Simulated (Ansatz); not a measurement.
## Ti: hydrostatic pressure series

These are results of Ansatz, DFT PBE, scalar-relativistic, plane waves, PAW, not measurements. Settings: 420 eV cutoff, 18×18×10 k-mesh, Gaussian smearing of 0.10 eV, no spin polarisation.

The relaxed crystal:

```xyz
2
Lattice="2.9385 0.0000 0.0000 -1.4692 2.5448 0.0000 0.0000 0.0000 4.6506" Properties=species:S:1:pos:R:3 pbc="T T T"
Ti    0.0000    1.6965    1.1627
Ti    1.4692    0.8483    3.4880
```

Cell and atoms are relaxed at each pressure within the symmetry of the start, at zero temperature, so transitions that lower the symmetry aren't seen. The k-mesh given is that at zero pressure and may differ at others. a, b and c are the lengths of the cell vectors above.

```
P (GPa) V (Å³/atom) V/V0  a (Å) b (Å) c (Å)
     -3        17.89  1.029  2.967  2.967  4.691
      0        17.39  1.000  2.938  2.938  4.651
      3        16.95  0.975  2.913  2.913  4.612
      8        16.32  0.938  2.876  2.876  4.557
     15        15.58  0.896  2.830  2.830  4.491
     30        14.35  0.825  2.751  2.751  4.379
     60        12.67  0.729  2.627  2.627  4.239
```

Problem. What bulk modulus and pressure derivative fit these points?

Solution. A third-order Birch–Murnaghan fit gives B0 = 114 GPa and B0' = 3.4.

Problem. Which cell vector or vectors give way most up to 60 GPa?

Solution. a and b: the changes are a -10.6 %, b -10.6 %, c -8.8 %.